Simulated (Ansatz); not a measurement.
Crystal: V.

```xyz
1
Lattice="-1.5144 1.5144 1.5144 1.5144 -1.5144 1.5144 1.5144 1.5144 -1.5144" Properties=species:S:1:pos:R:3 pbc="T T T"
V     0.0000    0.0000    0.0000
```

```yaml
Program: Ansatz 0.2.0
Task: relaxation of cell and atoms
Functional: PBE
Potentials_or_basis: Ansatz PAW
Cutoff: "420 eV (not typed: the program's choice for these potentials)"
k_mesh: 12 × 12 × 12
Occupations: fermi-dirac, width 0.05 eV
Spin: collinear spin, ferromagnetic start
Starting_moments: "[2.0] μB"
```

At the start: volume 13.89 Å³/atom.

Where does the relaxation end?

It ends after 4 steps and the volume is 13.46 Å³/atom (-3.1 %); space group Im-3m (No. 229, to 0.05 Å); moment 0.00 μB per cell.

The path:
```tsv
step	energy change (eV)	largest force (eV/Å)	volume (Å³)
1	0.0000	0.0000	13.89
2	-0.0075	0.0000	13.40
3	-0.0076	0.0000	13.46
4	-0.0074	0.0000	13.46
```

Final structure:
```
V
1.0
    -1.49862    1.49862    1.49862
     1.49862   -1.49862    1.49862
     1.49862    1.49862   -1.49862
V
1
Direct
  0.00000 0.00000 0.00000
```

Caveat: the plane-wave basis is chosen anew once the cell has moved, so the energies of steps on either side of that aren't comparable; the starting moments weren't kept.
